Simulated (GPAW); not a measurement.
Sb, 2 atoms in the cell. It takes space group R-3m (No. 166, trigonal). The conventional cell has a = 4.308 Å, b = 4.308 Å, c = 11.274 Å, α = 90.00°, β = 90.00°, γ = 120.00°. Sb (site symmetry 3m) is surrounded by 3 Sb at 2.91 Å. 

| Item | Value |
| --- | --- |
| Program | GPAW 26.7.0 |
| Task | band structure |
| Functional | PBEsol |
| Potentials or basis | PAW data sets generated in the run's folder for this functional |
| Cutoff | 600 eV |
| Basis | pw |
| k mesh | 8 × 8 × 8 |
| Occupations | fermi-dirac, width 0.05 eV |
| Spin | no spin polarisation |
| Maxiter | 150 |
| Band path | GLB1,BZGX,QFP1Z,LP |
| Band points | 60 |

Potentials or basis: PAW data sets generated in the run's folder for this functional, pw.

Command:

```bash
$ gpaw-setup -f PBEsol Sb
$ OMP_NUM_THREADS=1 python run.py
```

Hardware: 1 thread of Intel(R) Xeon(R) Platinum 8259CL CPU @ 2.50GHz (Skylake/Cascade Lake) (shared host).

Task: Estimate the wall time of this run.

Result: Wall time 2.6 min on 1 thread of Intel(R) Xeon(R) Platinum 8259CL CPU @ 2.50GHz (Skylake/Cascade Lake) (shared host), peak memory 0.35 GiB. Counts: scf iterations 15, plane waves 2032, bands 25, k points 65.
